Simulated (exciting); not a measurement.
Two BSE runs for the N K edge of BN, space group P6_3/mmc. Run A: exciting, all-electron LAPW+lo, PBE, exchange and screened direct term (singlet BSE), 7×7×2 shifted k points, 15 conduction bands, |G+q| up to 3 bohr⁻¹, full RPA screening with nempty = 36, Lorentzian half width 0.45 eV. Run B differs in one setting: k mesh, kernel cutoff, basis, band set, screening or width.

Energy from the Kohn–Sham onset, core level to the lowest empty state found on the meshes used; one zero for both, scaled to A's maximum:

```
E (eV)     A     B
  -6.5  0.01  0.00
  -6.0  0.02  0.00
  -5.5  0.02  0.00
  -5.0  0.02  0.01
  -4.5  0.03  0.01
  -4.0  0.03  0.01
  -3.5  0.04  0.01
  -3.0  0.06  0.02
  -2.5  0.09  0.02
  -2.0  0.17  0.05
  -1.5  0.42  0.18
  -1.0  0.86  2.78
  -0.5  0.61  0.64
   0.0  0.42  0.31
   0.5  0.32  0.23
   1.0  0.33  0.34
   1.5  0.34  0.35
   2.0  0.34  0.32
   2.5  0.33  0.33
   3.0  0.35  0.18
   3.5  0.53  0.36
   4.0  0.74  0.97
   4.5  0.67  0.49
   5.0  0.86  0.91
   5.5  0.98  1.20
   6.0  0.88  1.02
   6.5  0.70  0.63
   7.0  0.61  0.61
   7.5  0.54  0.51
   8.0  0.44  0.42
   8.5  0.37  0.35
   9.0  0.30  0.24
   9.5  0.30  0.17
  10.0  0.38  0.44
  10.5  0.43  0.47
  11.0  0.41  0.44
  11.5  0.39  0.37
  12.0  0.41  0.33
  12.5  0.49  0.48
  13.0  0.54  0.78
  13.5  0.46  0.47
  14.0  0.45  0.53
  14.5  0.41  0.39
  15.0  0.33  0.28
  15.5  0.28  0.26
  16.0  0.27  0.23
```

The database entry behind the starting cell differs from later determinations by our own check (about 0.3 % short, minor phase), so it need not match the best structure at ambient conditions.

Q: Which is the likeliest?

The half width (eV) from 0.45 to 0.11. The spectrum differs from run A by 45 % r.m.s. The highest maximum lies at -1.0 eV (3.05), against 5.3 eV (1.00). Only the width of each line changes; the area stays. A table step wider than the lines misses their tops. Other settings could leave a like mark; this is the change that was made.

[Banner, clock and machine lines of the logs are left out without a mark of their own.]

[Logs are printed without paths, hosts, clocks, repeated set-up lines and the standing remarks that a program may print on its own settings, such as how far it seeks lower states.]

[Hosts, paths, dates, database ids (printed as entryN), source tags and the programs' standing remarks are cut or masked in the printed files.]
